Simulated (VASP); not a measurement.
# SnSe in VASP: further runs, part 3 of 3

VASP 6.6.1. The steps go on from the part before.

## Step 5: Work function, RPBE

Contents of INCAR:

```
SYSTEM = SnSe
PREC = Accurate
ENCUT = 520
EDIFF = 1E-6
ISMEAR = -1
SIGMA = 0.05
LREAL = .False.
LASPH = .True.
NELM = 100
ALGO = Normal
ISIF = 2
LWAVE = .False.
LCHARG = .True.
LDIPOL = .True.
IDIPOL = 3
DIPOL = 0.5 0.5 0.500
GGA = RP
LELF = .True.
LVHAR = .True.
LVACPOTAV = .True.
```

Contents of KPOINTS:

```
Automatic mesh
0
Gamma
  5 5 1
  0 0 0
```

Contents of POSCAR:

```
SnSe
1.0
    4.3100000000      0.0000000000      0.0000000000
    0.0000000000      4.3180000000      0.0000000000
    0.0000000000      0.0000000000     23.8958000000
Sn Se
4 4
Direct
    0.5000000000      0.2500000000      0.3138626872
    0.0000000000      0.7500000000      0.4412197959
    0.0000000000      0.2500000000      0.5587802041
    0.5000000000      0.7500000000      0.6861373128
    0.0000000000      0.7500000000      0.3256187280
    0.5000000000      0.2500000000      0.4294637551
    0.5000000000      0.7500000000      0.5705362449
    0.0000000000      0.2500000000      0.6743812720
```

Potentials or basis: VASP PAW PBE potentials, release 64 (Sn_d, Se).

Run with:

```bash
cat potpaw_PBE.64/Sn_d/POTCAR potpaw_PBE.64/Se/POTCAR > POTCAR
mpirun -np 1 vasp_std > vasp.out
```

OUTCAR:

```text
SYSTEM = SnSe
   PREC = Accurate
   ENCUT = 520
   EDIFF = 1E-6
   ISMEAR = -1
   LREAL = .False.
   LASPH = .True.
   NELM = 100
   ISIF = 2
   GGA = RP

 ion  position               nearest neighbor table
   1  0.500  0.250  0.314-   6 2.76   5 3.06   5 3.06   5 3.06   5 3.06
   2  0.000  0.750  0.441-   5 2.76   6 3.06   6 3.06   6 3.06   6 3.06   3 3.54   3 3.54
   3  0.000  0.250  0.559-   8 2.76   7 3.06   7 3.06   7 3.06   7 3.06   2 3.54   2 3.54
   4  0.500  0.750  0.686-   7 2.76   8 3.06   8 3.06   8 3.06   8 3.06
   5  0.000  0.750  0.326-   2 2.76   1 3.06   1 3.06   1 3.06   1 3.06
   6  0.500  0.250  0.429-   1 2.76   2 3.06   2 3.06   2 3.06   2 3.06
   7  0.500  0.750  0.571-   4 2.76   3 3.06   3 3.06   3 3.06   3 3.06
   8  0.000  0.250  0.674-   3 2.76   4 3.06   4 3.06   4 3.06   4 3.06

  LATTYP: Found a simple orthorhombic cell.
 ALAT       =     4.3100000000
 B/A-ratio  =     1.0018561485
 C/A-ratio  =     5.5442691415

  Lattice vectors:

 A1 = (   4.3100000000,   0.0000000000,   0.0000000000)
 A2 = (   0.0000000000,   4.3180000000,   0.0000000000)
 A3 = (   0.0000000000,   0.0000000000,  23.8958000000)

Analysis of symmetry for initial positions (statically):
=====================================================================
 Subroutine PRICEL returns:
 Original cell was already a primitive cell.

 Routine SETGRP: Setting up the symmetry group for a
 simple orthorhombic supercell.

 Subroutine GETGRP returns: Found  8 space group operations
 (whereof  4 operations were pure point group operations)
 out of a pool of  8 trial point group operations.

The static configuration has the point symmetry C_2h.
 The point group associated with its full space group is D_2h.

Analysis of symmetry for dynamics (positions and initial velocities):
=====================================================================
 Subroutine PRICEL returns:
 Original cell was already a primitive cell.

 Routine SETGRP: Setting up the symmetry group for a
 simple orthorhombic supercell.

 Subroutine GETGRP returns: Found  8 space group operations
[... 130 lines left out ...]
   LRPA    =     F    only Hartree local field effects (RPA)
 non-spin polarized calculation
  energy-cutoff  :      520.00
  volume of cell :      444.71
 maximum number of plane-waves:     12020
   NGX = 17   NGY = 17   NGZ = 89

 dipolmoment           0.000000      0.000000      0.000000 electrons x Angstroem

 number of electron      80.0000046 magnetization

 dipolmoment           0.000000      0.000000     -0.000000 electrons x Angstroem

 Free energy of the ion-electron system (eV)
  ---------------------------------------------------
  ext. energy  EPLUGINS =         0.00000000
  ---------------------------------------------------
  free energy    TOTEN  =       -30.00979379 eV

  energy without entropy =      -30.00976834  energy(sigma->0) =      -30.00978106

 E-fermi :   0.8582     XC(G=0):  -5.1823

 val. band max:        0.4045583832   @ k =   0.4000   0.0000   0.0000
 cond. band min:       1.3209708678   @ k =   0.0000   0.4000   0.0000
 fundamental gap:      0.9164124845
 Fermi energy:         0.8582483420

 k-point     1 :       0.0000    0.0000    0.0000
  band No.  band energies     occupation
      1     -20.9895      2.00000
      2     -20.9832      2.00000
      3     -20.9746      2.00000
      4     -20.9665      2.00000
      5     -20.9552      2.00000
      6     -20.9412      2.00000
[... 448 lines left out ...]
     47       4.9149      0.00000
     48       4.9430      0.00000

------------------------ aborting loop because EDIFF is reached ----------------------------------------

  FORCE on cell =-STRESS in cart. coord.  units (eV):
  Direction    XX          YY          ZZ          XY          YZ          ZX
  --------------------------------------------------------------------------------------
  -------------------------------------------------------------------------------------
  Total        1.1715444      1.0497818      0.1847851      0.0000000      0.0000000      0.0000000
  in kB        4.2207328      3.7820577      0.6657268      0.0000000      0.0000000      0.0000000
  external PRESSURE =       2.8895058 kB  Pullay stress =       0.0000000 kB

 VOLUME and BASIS-vectors are now :
 -----------------------------------------------------------------------------
  energy-cutoff  :      520.00
  volume of cell :      444.71
      direct lattice vectors                 reciprocal lattice vectors
     4.310000000  0.000000000  0.000000000     0.232018561  0.000000000  0.000000000
     0.000000000  4.318000000  0.000000000     0.000000000  0.231588698  0.000000000
     0.000000000  0.000000000 23.895800000     0.000000000  0.000000000  0.041848358

 POSITION                                       TOTAL-FORCE (eV/Angst)
 -----------------------------------------------------------------------------------
      2.15500      1.07950      7.50000        -0.000000      0.000000      0.193239
      0.00000      3.23850     10.54330        -0.000000     -0.000000     -0.268896
      0.00000      1.07950     13.35250        -0.000000     -0.000000      0.268896
      2.15500      3.23850     16.39580        -0.000000      0.000000     -0.193239
      0.00000      3.23850      7.78092        -0.000000     -0.000000     -0.081436
      2.15500      1.07950     10.26238        -0.000000     -0.000000     -0.151481
      2.15500      3.23850     13.63342        -0.000000     -0.000000      0.151481
      0.00000      1.07950     16.11488         0.000000     -0.000000      0.081436
 -----------------------------------------------------------------------------------
    total drift:                                0.000000      0.000000     -0.000000

  FREE ENERGIE OF THE ION-ELECTRON SYSTEM (eV)
  ---------------------------------------------------
  free  energy   TOTEN  =       -30.0097937862 eV

  energy  without entropy=      -30.0097683377  energy(sigma->0) =      -30.00978106

 vacuum level on the upper side and lower side of the slab         4.627         4.627
```

OSZICAR:

```text
N       E                     dE             d eps       ncg     rms          rms(c)
DAV:   1     0.764130207906E+03    0.76413E+03   -0.36251E+04   928   0.166E+03
DAV:   2     0.809638184408E+02   -0.68317E+03   -0.66706E+03   936   0.402E+02
DAV:   3    -0.238185266836E+02   -0.10478E+03   -0.10072E+03  1040   0.171E+02
DAV:   4    -0.307387902771E+02   -0.69203E+01   -0.68225E+01   992   0.441E+01
[... 14 lines left out ...]
DAV:  19    -0.300097592848E+02   -0.45484E-04   -0.37816E-06   736   0.435E-03    0.863E-04
DAV:  20    -0.300097855967E+02   -0.26312E-04   -0.19414E-06   760   0.288E-03    0.389E-04
DAV:  21    -0.300097918684E+02   -0.62718E-05   -0.43177E-07   680   0.164E-03    0.323E-04
DAV:  22    -0.300097933716E+02   -0.15032E-05   -0.86739E-08   576   0.118E-03    0.175E-04
DAV:  23    -0.300097937862E+02   -0.41455E-06   -0.40038E-08   560   0.670E-04
   1 F= -.30009794E+02 E0= -.30009781E+02  d E =-.254484E-04
```

stdout:

```text
POSCAR found type information on POSCAR SnSe
 POSCAR found :  2 types and       8 ions
 scaLAPACK will be used
 -----------------------------------------------------------------------------
[... 23 lines left out ...]
|     Did not find any points to average over, which means that no vacuum     |
|     field-free region was found. Please increase the size of  your cell     |
|     in the dimension of the dipole correction to obtain accurate            |
|     workfunction values.                                                    |
|                                                                             |
 -----------------------------------------------------------------------------
```

It took 6.7 min on 1 thread of Intel Xeon Platinum 8375C at 2.90GHz (Ice Lake), shared host; peak memory 0.49 GiB.

Results:

```
Free energy                            : -30.0098 eV
Largest force                          : 0.269 eV/Å
Band gap on the k mesh                 : 0.92 eV, indirect (least direct gap 1.01 eV)
Ionisation potential of the upper face : 4.22 eV
```

Forces on the atoms (eV/Å):
```
Sn   0.000  0.000  0.193
Sn   0.000  0.000 -0.269
Sn   0.000  0.000  0.269
Sn   0.000  0.000 -0.193
Se   0.000  0.000 -0.081
Se   0.000  0.000 -0.151
Se   0.000  0.000  0.151
Se   0.000  0.000  0.081
```

Levels at points of the mesh, in eV from the valence-band top:
| k point | band 38 | band 39 | band 40 | band 41 | band 42 | band 43 |
| --- | --- | --- | --- | --- | --- | --- |
| (0.00, 0.00, 0.00) | -1.54 | -0.34 | -0.33 | 0.93 | 2.50 | 3.58 |

Caveat: the PAW data sets were made with another functional, which shifts forces and pressure a little; spin-orbit coupling is left out, which moves the levels of the heavy elements.

## Step 6: Work function, revPBE

Changes to INCAR since step 5:

```diff
@@ -16,3 +16,3 @@
 DIPOL = 0.5 0.5 0.500
-GGA = RP
+GGA = RE
 LELF = .True.
```

KPOINTS is that of step 5.

POSCAR is that of step 5.

Potentials or basis: VASP PAW PBE potentials, release 64 (Sn_d, Se).

Run with:

```bash
cat potpaw_PBE.64/Sn_d/POTCAR potpaw_PBE.64/Se/POTCAR > POTCAR
mpirun -np 1 vasp_std > vasp.out
```

OUTCAR:

```text
SYSTEM = SnSe
   PREC = Accurate
   ENCUT = 520
   EDIFF = 1E-6
   ISMEAR = -1
   LREAL = .False.
   LASPH = .True.
   NELM = 100
   ISIF = 2
   GGA = RE

 ion  position               nearest neighbor table
   1  0.500  0.250  0.314-   6 2.76   5 3.06   5 3.06   5 3.06   5 3.06
   2  0.000  0.750  0.441-   5 2.76   6 3.06   6 3.06   6 3.06   6 3.06   3 3.54   3 3.54
   3  0.000  0.250  0.559-   8 2.76   7 3.06   7 3.06   7 3.06   7 3.06   2 3.54   2 3.54
   4  0.500  0.750  0.686-   7 2.76   8 3.06   8 3.06   8 3.06   8 3.06
   5  0.000  0.750  0.326-   2 2.76   1 3.06   1 3.06   1 3.06   1 3.06
   6  0.500  0.250  0.429-   1 2.76   2 3.06   2 3.06   2 3.06   2 3.06
   7  0.500  0.750  0.571-   4 2.76   3 3.06   3 3.06   3 3.06   3 3.06
   8  0.000  0.250  0.674-   3 2.76   4 3.06   4 3.06   4 3.06   4 3.06

  LATTYP: Found a simple orthorhombic cell.
 ALAT       =     4.3100000000
 B/A-ratio  =     1.0018561485
 C/A-ratio  =     5.5442691415

  Lattice vectors:

 A1 = (   4.3100000000,   0.0000000000,   0.0000000000)
 A2 = (   0.0000000000,   4.3180000000,   0.0000000000)
 A3 = (   0.0000000000,   0.0000000000,  23.8958000000)

Analysis of symmetry for initial positions (statically):
=====================================================================
 Subroutine PRICEL returns:
 Original cell was already a primitive cell.

 Routine SETGRP: Setting up the symmetry group for a
 simple orthorhombic supercell.

 Subroutine GETGRP returns: Found  8 space group operations
 (whereof  4 operations were pure point group operations)
 out of a pool of  8 trial point group operations.

The static configuration has the point symmetry C_2h.
 The point group associated with its full space group is D_2h.

Analysis of symmetry for dynamics (positions and initial velocities):
=====================================================================
 Subroutine PRICEL returns:
 Original cell was already a primitive cell.

 Routine SETGRP: Setting up the symmetry group for a
 simple orthorhombic supercell.

 Subroutine GETGRP returns: Found  8 space group operations
[... 130 lines left out ...]
   LRPA    =     F    only Hartree local field effects (RPA)
 non-spin polarized calculation
  energy-cutoff  :      520.00
  volume of cell :      444.71
 maximum number of plane-waves:     12020
   NGX = 17   NGY = 17   NGZ = 89

 dipolmoment           0.000000      0.000000      0.000000 electrons x Angstroem

 number of electron      80.0000046 magnetization

 dipolmoment           0.000000      0.000000     -0.000000 electrons x Angstroem

 Free energy of the ion-electron system (eV)
  ---------------------------------------------------
  ext. energy  EPLUGINS =         0.00000000
  ---------------------------------------------------
  free energy    TOTEN  =       -30.32922211 eV

  energy without entropy =      -30.32919494  energy(sigma->0) =      -30.32920853

 E-fermi :   0.8352     XC(G=0):  -5.1907

 val. band max:        0.3854601595   @ k =   0.4000   0.0000   0.0000
 cond. band min:       1.2909818303   @ k =   0.0000   0.4000   0.0000
 fundamental gap:      0.9055216708
 Fermi energy:         0.8351785284

 k-point     1 :       0.0000    0.0000    0.0000
  band No.  band energies     occupation
      1     -20.9852      2.00000
      2     -20.9789      2.00000
      3     -20.9708      2.00000
      4     -20.9628      2.00000
      5     -20.9518      2.00000
      6     -20.9388      2.00000
[... 448 lines left out ...]
     47       4.8968      0.00000
     48       4.9254      0.00000

------------------------ aborting loop because EDIFF is reached ----------------------------------------

  FORCE on cell =-STRESS in cart. coord.  units (eV):
  Direction    XX          YY          ZZ          XY          YZ          ZX
  --------------------------------------------------------------------------------------
  -------------------------------------------------------------------------------------
  Total        0.5671750      0.4501348     -0.2969205      0.0000000      0.0000000      0.0000000
  in kB        2.0433661      1.6217045     -1.0697179      0.0000000      0.0000000      0.0000000
  external PRESSURE =       0.8651176 kB  Pullay stress =       0.0000000 kB

 VOLUME and BASIS-vectors are now :
 -----------------------------------------------------------------------------
  energy-cutoff  :      520.00
  volume of cell :      444.71
      direct lattice vectors                 reciprocal lattice vectors
     4.310000000  0.000000000  0.000000000     0.232018561  0.000000000  0.000000000
     0.000000000  4.318000000  0.000000000     0.000000000  0.231588698  0.000000000
     0.000000000  0.000000000 23.895800000     0.000000000  0.000000000  0.041848358

 POSITION                                       TOTAL-FORCE (eV/Angst)
 -----------------------------------------------------------------------------------
      2.15500      1.07950      7.50000         0.000000     -0.000000      0.231482
      0.00000      3.23850     10.54330         0.000000      0.000000     -0.276799
      0.00000      1.07950     13.35250         0.000000      0.000000      0.276799
      2.15500      3.23850     16.39580         0.000000      0.000000     -0.231482
      0.00000      3.23850      7.78092         0.000000      0.000000     -0.059728
      2.15500      1.07950     10.26238         0.000000      0.000000     -0.157163
      2.15500      3.23850     13.63342         0.000000      0.000000      0.157163
      0.00000      1.07950     16.11488         0.000000      0.000000      0.059728
 -----------------------------------------------------------------------------------
    total drift:                                0.000000      0.000000     -0.000000

  FREE ENERGIE OF THE ION-ELECTRON SYSTEM (eV)
  ---------------------------------------------------
  free  energy   TOTEN  =       -30.3292221138 eV

  energy  without entropy=      -30.3291949446  energy(sigma->0) =      -30.32920853

 vacuum level on the upper side and lower side of the slab         4.613         4.613
```

OSZICAR:

```text
N       E                     dE             d eps       ncg     rms          rms(c)
DAV:   1     0.764424284581E+03    0.76442E+03   -0.36252E+04   928   0.166E+03
DAV:   2     0.806979145043E+02   -0.68373E+03   -0.66766E+03   936   0.402E+02
DAV:   3    -0.241221700271E+02   -0.10482E+03   -0.10075E+03  1032   0.172E+02
DAV:   4    -0.310605839383E+02   -0.69384E+01   -0.68368E+01   992   0.441E+01
[... 14 lines left out ...]
DAV:  19    -0.303291902968E+02   -0.68277E-04   -0.69807E-06   744   0.609E-03    0.145E-03
DAV:  20    -0.303292103623E+02   -0.20066E-04   -0.10697E-06   720   0.276E-03    0.451E-04
DAV:  21    -0.303292186525E+02   -0.82902E-05   -0.66333E-07   672   0.192E-03    0.306E-04
DAV:  22    -0.303292214064E+02   -0.27539E-05   -0.18154E-07   568   0.128E-03    0.196E-04
DAV:  23    -0.303292221138E+02   -0.70740E-06   -0.79602E-08   584   0.736E-04
   1 F= -.30329222E+02 E0= -.30329209E+02  d E =-.271692E-04
```

It took 6.2 min on 1 thread of Intel Xeon Platinum 8375C at 2.90GHz (Ice Lake), shared host; peak memory 0.49 GiB.

What came out:

| Item | Value |
| --- | --- |
| Free energy | -30.3292 eV |
| Largest force | 0.277 eV/Å |
| Band gap on the k mesh | 0.91 eV, indirect (least direct gap 1.00 eV) |
| Ionisation potential of the upper face | 4.23 eV |

Forces in eV/Å, atoms in the order of the input:
```
Sn   0.000  0.000  0.231
Sn   0.000  0.000 -0.277
Sn   0.000  0.000  0.277
Sn   0.000  0.000 -0.231
Se   0.000  0.000 -0.060
Se   0.000  0.000 -0.157
Se   0.000  0.000  0.157
Se   0.000  0.000  0.060
```

Levels at points of the mesh, in eV from the valence-band top:
```csv
k point,band 37,band 38,band 39,band 40,band 41,band 42,band 43,band 44
"(0.00, 0.00, 0.00)",-1.53,-1.53,-0.34,-0.33,0.93,2.54,3.59,3.62
```

Caveat: the PAW data sets were made with another functional, which shifts forces and pressure a little; spin-orbit coupling is left out, which moves the levels of the heavy elements.

## Step 7: Overview

```csv
level,potentials or basis,gap on the mesh (eV),largest force (eV/Å)
LDA,"VASP PAW LDA potentials, release 64 (Sn_d, Se)",0.79,0.68
PBE,"VASP PAW PBE potentials, release 64 (Sn_d, Se)",0.87,0.32
PBEsol,"VASP PAW PBE potentials, release 64 (Sn_d, Se)",0.82,0.56
RPBE,"VASP PAW PBE potentials, release 64 (Sn_d, Se)",0.92,0.27
revPBE,"VASP PAW PBE potentials, release 64 (Sn_d, Se)",0.91,0.28
```

Alike in all rows: task work function; no spin polarisation; cell as given; k mesh 5 × 5 × 1; cutoff (eV) 520; smearing fermi-dirac 0.05 eV.

Caveats: spin-orbit coupling is left out, which moves the levels of the heavy elements; the PAW data sets were made with another functional, which shifts forces and pressure a little (some runs).

Total energies depend on the potentials used, so only differences within one code and one set of settings carry meaning.
